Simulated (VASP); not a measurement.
# Ge (Cmcm) in VASP: notebook

The runs below take Ge through single point, with PBE.

Everything below comes from runs of VASP 6.6.1. Logs are shortened: lines on timing, memory, paths and dates and some standing lists are left out, and cuts for length are marked.

### 1 The structure

It takes space group Cmcm (No. 63, orthorhombic). The conventional cell has a = 2.976 Å, b = 5.189 Å, c = 4.728 Å, α = 90.00°, β = 90.00°, γ = 90.00°. Ge (site symmetry m2m) has 12 Ge at 2.92 to 2.99 Å as nearest neighbours.

This isn't the form of Ge at room conditions, which is diamond.

### 2 Single point, PBE

Contents of INCAR:

```
SYSTEM = Ge
PREC = Accurate
ENCUT = 450
EDIFF = 0.001
ISMEAR = 0
SIGMA = 0.05
LREAL = .False.
LASPH = .True.
NELM = 100
ALGO = Normal
ISIF = 2
LWAVE = .False.
LCHARG = .False.
GGA = PE
ADDGRID = .False.
```

Contents of KPOINTS:

```
regular mesh
0
Gamma
  6 6 4
  0 0 0
```

Contents of POSCAR:

```
Ge
1.0
    1.4880529250     -2.5946896100      0.0000000000
    1.4880529250      2.5946896100      0.0000000000
    0.0000000000      0.0000000000      4.7275957900
Ge
2
Direct
    0.3592940000      0.6730280000      0.2256240000
    0.6679590000      0.3129580000      0.7530700000
```

Potentials or basis: VASP PAW PBE potentials, release 64 (Ge_d).

Run with:

```
$ cat potpaw_PBE.64/Ge_d/POTCAR > POTCAR
$ mpirun -np 1 vasp_std > vasp.out
```

OUTCAR:

```text
SYSTEM = Ge
   PREC = Accurate
   ENCUT = 450
   EDIFF = 0.001
   ISMEAR = 0
   LREAL = .False.
   LASPH = .True.
   NELM = 100
   ISIF = 2
   GGA = PE

 Found     76 irreducible k-points:

 Following reciprocal coordinates:
            Coordinates               Weight
  0.000000  0.000000  0.000000      1.000000
  0.166667  0.000000  0.000000      2.000000
  0.000000  0.166667  0.000000      2.000000
  0.333333  0.000000  0.000000      2.000000
  0.000000  0.333333  0.000000      2.000000
  0.500000  0.000000  0.000000      1.000000
   k-points           NKPTS =     76   k-points in BZ     NKDIM =     76   number of bands    NBANDS=     18
   number of dos      NEDOS =    301   number of ions     NIONS =      2
   total plane-waves  NPLWV =  20736
   dimension x,y,z NGX =    24 NGY =   24 NGZ =   36
   dimension x,y,z NGXF=    48 NGYF=   48 NGZF=   72
   ions per type =               2
   NGX,Y,Z   is equivalent  to a cutoff of  13.34, 13.34, 12.66 a.u.
   NGXF,Y,Z  is equivalent  to a cutoff of  26.68, 26.68, 25.32 a.u.
 SYSTEM =  Ge
   PREC   = accura    normal or accurate (medium, high low for compatibility)
   ISTART =      0    job   : 0-new  1-cont  2-samecut
   ICHARG =      2    charge: 1-file 2-atom 10-const
   ISPIN  =      1    spin polarized calculation?
   LNONCOLLINEAR =      F non collinear calculations
   LSORBIT =      F    spin-orbit coupling
   LASPH  =      T    aspherical Exc in radial PAW
   ENCUT  =  450.0 eV  33.07 Ry    5.75 a.u.   5.17  5.17  8.18*2*pi/ulx,y,z
   NELM   =    100;   NELMIN=  2; NELMDL= -5     # of ELM steps
   EDIFF  = 0.1E-02   stopping-criterion for ELM
   LREAL  =      F    real-space projection
   EDIFFG = 0.1E-01   stopping-criterion for IOM
   NSW    =      0    number of steps for IOM
   IBRION =     -1    ionic relax: 0-MD 1-quasi-New 2-CG
   NFREE  =      0    steps in history (QN), initial steepest desc. (CG)
   ISIF   =      2    stress and relaxation
   ISYM   =      2    0-nonsym 1-usesym 2-fastsym
   POTIM  = 0.5000    time-step for ionic-motion
   TEBEG  =    0.0;   TEEND  =   0.0 temperature during run
   PSTRESS=    0.0 pullay stress
   NELECT =      28.0000    total number of electrons
   NUPDOWN=      -1.0000    fix difference up-down
   EMIN   =  10.00;   EMAX   =-10.00  energy-range for DOS
   EFERMI =   0.00;   METHOD = LEGACY
   ISMEAR =     0;   SIGMA  =   0.05  broadening in eV -4-tet -1-fermi 0-gaus
   EFERMI_NEDOS =   21; number of points for ismear=-14 and -15
   IALGO  =     38    algorithm
   IMIX   =      4    mixing-type and parameters
     AMIX     =   0.40;   BMIX     =  1.00
     AMIX_MAG =   1.60;   BMIX_MAG =  1.00
  volume/ion in A,a.u.               =      18.25       123.18
  Fermi-wavevector in a.u.,A,eV,Ry     =   1.498544  2.831837 30.553703  2.245634
  Thomas-Fermi vector in A             =   2.610289
   LORBIT       =      0    0 simple, 1 ext, 2 COOP (PROOUT), +10 PAW based schemes
   GGA     = PE    functional components
   LHFCALC =     F    Hartree Fock is set to
   AEXX    =    0.0000 exact exchange contribution
   IVDW    =     0    specifies the selected vdW correction
   LEPSILON=     F    determine dielectric tensor
   LRPA    =     F    only Hartree local field effects (RPA)
 non-spin polarized calculation
 Gauss-broadening in eV      SIGMA  =   0.05
  energy-cutoff  :      450.00
  volume of cell :       36.51
 maximum number of plane-waves:       808
 NGX is ok and might be reduce to    24
   NGX = 11   NGY = 11   NGZ = 17

 number of electron      28.0000007 magnetization

 Free energy of the ion-electron system (eV)
  ---------------------------------------------------
  ext. energy  EPLUGINS =         0.00000000
  ---------------------------------------------------
  free energy    TOTEN  =        -8.27966140 eV

  energy without entropy =       -8.27711339  energy(sigma->0) =       -8.27838740

 E-fermi :   7.2544     XC(G=0): -11.4587

 val. band max:        7.2506618583   @ k =  -0.1667   0.3333  -0.2500
 cond. band min:       7.2582801950   @ k =  -0.1667  -0.1667   0.2500
 fundamental gap:      0.0076183367
 Fermi energy:         7.2544301468

 k-point     1 :       0.0000    0.0000    0.0000
  band No.  band energies     occupation
      1     -17.6120      2.00000
      2     -17.6085      2.00000
      3     -17.6078      2.00000
      4     -17.6052      2.00000
      5     -17.6045      2.00000
      6     -17.5888      2.00000
[... 10 lines left out ...]
     17      16.0063      0.00000
     18      17.2610      0.00000

 k-point     2 :       0.1667    0.0000    0.0000
  band No.  band energies     occupation
      1     -17.6282      2.00000
      2     -17.6132      2.00000
      3     -17.5989      2.00000
      4     -17.5871      2.00000
      5     -17.5844      2.00000
      6     -17.5770      2.00000
[... 10 lines left out ...]
     17      15.8973      0.00000
     18      16.0597      0.00000

 k-point     3 :       0.0000    0.1667    0.0000
  band No.  band energies     occupation
      1     -17.6308      2.00000
      2     -17.6111      2.00000
      3     -17.5961      2.00000
      4     -17.5877      2.00000
      5     -17.5855      2.00000
      6     -17.5843      2.00000
[... 10 lines left out ...]
     17      15.7581      0.00000
     18      15.9649      0.00000

 k-point     4 :       0.3333    0.0000    0.0000
  band No.  band energies     occupation
      1     -17.6558      2.00000
      2     -17.6210      2.00000
      3     -17.6098      2.00000
      4     -17.6021      2.00000
      5     -17.5640      2.00000
      6     -17.5419      2.00000
[... 10 lines left out ...]
     17      11.8158      0.00000
     18      14.1227      0.00000

 k-point     5 :       0.0000    0.3333    0.0000
  band No.  band energies     occupation
      1     -17.6592      2.00000
      2     -17.6205      2.00000
      3     -17.6058      2.00000
      4     -17.6012      2.00000
      5     -17.5636      2.00000
      6     -17.5423      2.00000
[... 10 lines left out ...]
     17      11.5759      0.00000
     18      14.1504      0.00000

 k-point     6 :       0.5000    0.0000    0.0000
  band No.  band energies     occupation
      1     -17.6685      2.00000
      2     -17.6311      2.00000
      3     -17.6162      2.00000
      4     -17.6115      2.00000
      5     -17.5606      2.00000
      6     -17.5383      2.00000
[... 10 lines left out ...]
     17       9.4414      0.00000
     18      13.3887      0.00000

 [... further k-points ...]

------------------------ aborting loop because EDIFF is reached ----------------------------------------

  FORCE on cell =-STRESS in cart. coord.  units (eV):
  Direction    XX          YY          ZZ          XY          YZ          ZX
  --------------------------------------------------------------------------------------
  -------------------------------------------------------------------------------------
  Total        0.5307413      0.6325803      1.6915698      0.1056715     -0.0589482      0.0067391
  in kB       23.2926730     27.7620859     74.2380223      4.6376110     -2.5870617      0.2957577
  external PRESSURE =      41.7642604 kB  Pullay stress =       0.0000000 kB

 VOLUME and BASIS-vectors are now :
 -----------------------------------------------------------------------------
  energy-cutoff  :      450.00
  volume of cell :       36.51
      direct lattice vectors                 reciprocal lattice vectors
     1.488052925 -2.594689610  0.000000000     0.336009554 -0.192701277  0.000000000
     1.488052925  2.594689610  0.000000000     0.336009554  0.192701277  0.000000000
     0.000000000  0.000000000  4.727595790     0.000000000  0.000000000  0.211524006

 POSITION                                       TOTAL-FORCE (eV/Angst)
 -----------------------------------------------------------------------------------
      1.53615      0.81404      1.06666         0.015946     -0.010277      0.356514
      1.45966     -0.92112      3.56021        -0.015946      0.010277     -0.356514
 -----------------------------------------------------------------------------------
    total drift:                               -0.000122      0.000007      0.000359

  FREE ENERGIE OF THE ION-ELECTRON SYSTEM (eV)
  ---------------------------------------------------
  free  energy   TOTEN  =        -8.2796614037 eV

  energy  without entropy=       -8.2771133894  energy(sigma->0) =       -8.27838740
```

Wall time 8.8 s (1 thread of Intel Xeon 6975P-C (Granite Rapids), shared host); peak memory 0.17 GiB.

The run converged, but some of its settings lie outside the range that counts as converged, so its numbers aren't taken as properties of the crystal.

Results:

* Free energy: -8.2797 eV
* Pressure: 4.2 GPa
* Largest force: 0.357 eV/Å
* Band gap on the k mesh: none (metal or under the smearing width)

Caveat: the k mesh is coarse (spacing up to 0.41 Å⁻¹), so the values aren't converged.

### 3 Single point, PBE

Changes to INCAR since step 2:

```diff
@@ -3,3 +3,3 @@
 ENCUT = 450
-EDIFF = 0.001
+EDIFF = 1E-4
 ISMEAR = 0
```

KPOINTS is that of step 2.

Contents of POSCAR:

```
Ge
1.0
    1.4880529250     -2.5946896100      0.0000000000
    1.4880529250      2.5946896100      0.0000000000
    0.0000000000      0.0000000000      4.7275957900
Ge
2
Direct
    0.3334466300      0.6665533700      0.2500000000
    0.6665533700      0.3334466300      0.7500000000
```

Potentials or basis: VASP PAW PBE potentials, release 64 (Ge_d).

Run with:

```
$ cat potpaw_PBE.64/Ge_d/POTCAR > POTCAR
$ mpirun -np 1 vasp_std > vasp.out
```

OUTCAR:

```text
SYSTEM = Ge
   PREC = Accurate
   ENCUT = 450
   EDIFF = 1E-4
   ISMEAR = 0
   LREAL = .False.
   LASPH = .True.
   NELM = 100
   ISIF = 2
   GGA = PE

 Found     39 irreducible k-points:

 Following reciprocal coordinates:
            Coordinates               Weight
  0.000000  0.000000  0.000000      1.000000
  0.166667  0.000000  0.000000      4.000000
  0.333333  0.000000  0.000000      4.000000
  0.500000  0.000000  0.000000      2.000000
  0.166667  0.166667  0.000000      2.000000
  0.333333  0.166667  0.000000      4.000000
   k-points           NKPTS =     39   k-points in BZ     NKDIM =     39   number of bands    NBANDS=     18
[... 206 lines left out ...]
  --------------------------------------------------------------------------------------
  -------------------------------------------------------------------------------------
  Total        0.3262675      0.2161983      1.6649121      0.0000000      0.0000000      0.0000000
  in kB       14.3189184      9.4883065     73.0680935      0.0000000      0.0000000      0.0000000
  external PRESSURE =      32.2917728 kB  Pullay stress =       0.0000000 kB

 VOLUME and BASIS-vectors are now :
 -----------------------------------------------------------------------------
  energy-cutoff  :      450.00
  volume of cell :       36.51
      direct lattice vectors                 reciprocal lattice vectors
     1.488052925 -2.594689610  0.000000000     0.336009554 -0.192701277  0.000000000
     1.488052925  2.594689610  0.000000000     0.336009554  0.192701277  0.000000000
     0.000000000  0.000000000  4.727595790     0.000000000  0.000000000  0.211524006

 POSITION                                       TOTAL-FORCE (eV/Angst)
 -----------------------------------------------------------------------------------
      1.48805      0.86431      1.18190         0.000000      0.002980      0.000000
      1.48805     -0.86431      3.54570         0.000000     -0.002980      0.000000
 -----------------------------------------------------------------------------------
    total drift:                                0.000000     -0.000000      0.000000

  FREE ENERGIE OF THE ION-ELECTRON SYSTEM (eV)
  ---------------------------------------------------
  free  energy   TOTEN  =        -8.3056798098 eV

  energy  without entropy=       -8.3033459231  energy(sigma->0) =       -8.30451287
```

stdout:

```text
POSCAR found type information on POSCAR Ge
 POSCAR found :  1 types and       2 ions
 scaLAPACK will be used
 LDA part: xc-table for (Slater+PW92), standard interpolation
 POSCAR, INCAR and KPOINTS ok, starting setup
 FFT: planning ... GRIDC
 FFT: planning ... GRID_SOFT
 FFT: planning ... GRID
 WAVECAR not read
 entering main loop
```

Run time: 6.6 s. Hardware: 1 thread of Intel Xeon 6975P-C (Granite Rapids), shared host; peak memory 0.15 GiB.

The run converged, but some of its settings lie outside the range that counts as converged, so its numbers aren't taken as properties of the crystal.

What came out:

```yaml
Free_energy: -8.3057 eV
Pressure: 3.2 GPa
Band_gap_on_the_k_mesh: none (metal or under the smearing width)
```

Caveat: the k mesh is coarse (spacing up to 0.41 Å⁻¹), so the values aren't converged.

[end of part 1 of 2]
